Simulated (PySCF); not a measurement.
Species: C₄H₉NO.
SMILES with atom numbers: `[CH2:1]1[CH2:2][O:3][CH2:4][CH2:5][NH:6]1` (hydrogens: H7, H8 on C1; H9, H10 on C2; H11, H12 on C4; H13, H14 on C5; H15 on N6)

Computed by this run: PBE0-D3(BJ)/def2-TZVP geometry optimisation, gas phase (PySCF); density fitting, grid level 2; the optimiser is geomeTRIC in internal coordinates, started from a GFN2-xTB structure with every atom displaced at random (about 0.01 Å).

Step 0: E = -7825.3893 eV
```
atom  x, y, z in Å  |  force x, y, z in eV/Å
C1     -1.2152    0.5859   -0.0157   -1.277   0.082  -0.539
C2     -1.0463   -0.7859    0.6169    0.598   0.503   0.089
O3     -0.0656   -1.5282   -0.0604    1.256   0.311  -0.164
C4      1.2116   -0.8192   -0.1028   -1.969   0.242   1.061
C5      1.0230    0.5446   -0.7430   -0.170   0.212   0.096
N6     -0.0069    1.3543   -0.0898    0.786  -0.132   0.556
H7     -1.9741    1.1706    0.5315    0.118  -0.213  -0.132
H8     -1.5847    0.4730   -1.0675    0.122  -0.056   0.712
H9     -0.7550   -0.6400    1.6818   -0.120  -0.163  -0.222
H10    -1.9516   -1.3749    0.5666   -0.361  -0.119   0.072
H11     1.5535   -0.6972    0.9543    0.032  -0.070  -0.545
H12     1.8814   -1.4442   -0.6462    0.571  -0.535  -0.410
H13     0.6900    0.4247   -1.7864    0.328  -0.027   0.153
H14     1.9566    1.1052   -0.7031    0.168  -0.010  -0.242
H15     0.3001    1.5727    0.8673   -0.082  -0.027  -0.484
```

Step 1: E = -7825.4022 eV
```
atom  x, y, z in Å  |  force x, y, z in eV/Å
C1     -1.2341    0.5747   -0.0307    0.197   0.118   0.751
C2     -1.0565   -0.7644    0.6693   -0.082   0.010  -0.089
O3     -0.0498   -1.5326    0.0311    0.211   0.411  -0.076
C4      1.1790   -0.8365   -0.1204   -0.064  -0.057  -0.453
C5      1.0338    0.5595   -0.7058   -0.133   0.054   0.103
N6      0.0020    1.3456   -0.0575   -0.356  -0.128  -0.657
H7     -2.0196    1.1874    0.4320    0.042  -0.246  -0.005
H8     -1.5479    0.3263   -1.0410    0.032   0.303  -0.401
H9     -0.8198   -0.6133    1.7431   -0.061  -0.119  -0.251
H10    -1.9775   -1.3519    0.5582    0.156   0.018   0.290
H11     1.6853   -0.7236    0.8359    0.127  -0.228   0.489
H12     1.8031   -1.4460   -0.7932   -0.149   0.031   0.324
H13     0.7519    0.4918   -1.7603    0.127   0.000  -0.110
H14     1.9944    1.0825   -0.6244   -0.078  -0.079  -0.143
H15     0.2724    1.6422    0.8672    0.029  -0.086   0.227
```

Step 2: E = -7825.4789 eV
```
atom  x, y, z in Å  |  force x, y, z in eV/Å
C1     -1.2444    0.5853   -0.0202    0.046  -0.176  -0.005
C2     -1.0502   -0.7656    0.6482    0.065  -0.015  -0.141
O3     -0.0427   -1.5136   -0.0024   -0.172   0.031  -0.155
C4      1.1826   -0.8259   -0.1078   -0.027   0.010  -0.039
C5      1.0291    0.5601   -0.7229    0.020  -0.110   0.202
N6     -0.0133    1.3483   -0.0876   -0.001   0.099  -0.106
H7     -2.0187    1.1680    0.4858    0.009  -0.013   0.028
H8     -1.5767    0.4051   -1.0492   -0.069   0.059   0.014
H9     -0.7871   -0.6350    1.7095   -0.017   0.047   0.051
H10    -1.9601   -1.3680    0.5829    0.017  -0.005   0.079
H11     1.6459   -0.7446    0.8898    0.004   0.052  -0.007
H12     1.8188   -1.4559   -0.7356    0.069   0.023   0.081
H13     0.7790    0.4716   -1.7861    0.012  -0.042   0.019
H14     1.9834    1.0880   -0.6453   -0.010   0.047  -0.074
H15     0.2708    1.6237    0.8446    0.055  -0.008   0.054
```

**Question.** Estimate the geometry and energy of step 3. (The exact step hangs on the optimiser's Hessian estimate; all steps are aligned on step 2, rigid shifts and turns removed.)

**Answer.** E = -7825.4937 eV, largest force 0.140 eV/Å
```
atom  x, y, z in Å  |  force x, y, z in eV/Å
C1     -1.2476    0.5857   -0.0187   -0.045  -0.081  -0.105
C2     -1.0472   -0.7695    0.6309    0.071  -0.021  -0.019
O3     -0.0501   -1.5107   -0.0370   -0.064  -0.020  -0.105
C4      1.1788   -0.8242   -0.1031    0.013   0.012   0.069
C5      1.0302    0.5558   -0.7239    0.048  -0.067   0.042
N6     -0.0162    1.3490   -0.1011    0.069   0.067   0.046
H7     -2.0066    1.1599    0.5178   -0.002   0.037   0.030
H8     -1.6109    0.4350   -1.0434   -0.028   0.001   0.059
H9     -0.7652   -0.6393    1.6880    0.006   0.032   0.052
H10    -1.9565   -1.3728    0.5942   -0.023  -0.009  -0.003
H11     1.6133   -0.7358    0.9091   -0.057   0.026  -0.034
H12     1.8416   -1.4526   -0.7013    0.062  -0.005   0.008
H13     0.7945    0.4502   -1.7885   -0.042  -0.004   0.004
H14     1.9792    1.0936   -0.6515    0.014   0.017  -0.035
H15     0.2795    1.6171    0.8322   -0.023   0.014  -0.011
```

The energy changes by -0.0148 eV. The first-order estimate −F·Δx gives -0.0218 eV and the mean of the old and new forces, exact on a quadratic surface, -0.0148 eV. The step makes an angle of 64° with the force vector and moves no atom by more than 0.046 Å.

The cost below is that of the whole optimisation. The run took 3.2 min on Arm Neoverse V1, one thread, on a shared host, and the process peaked at 1.1 GiB of memory.
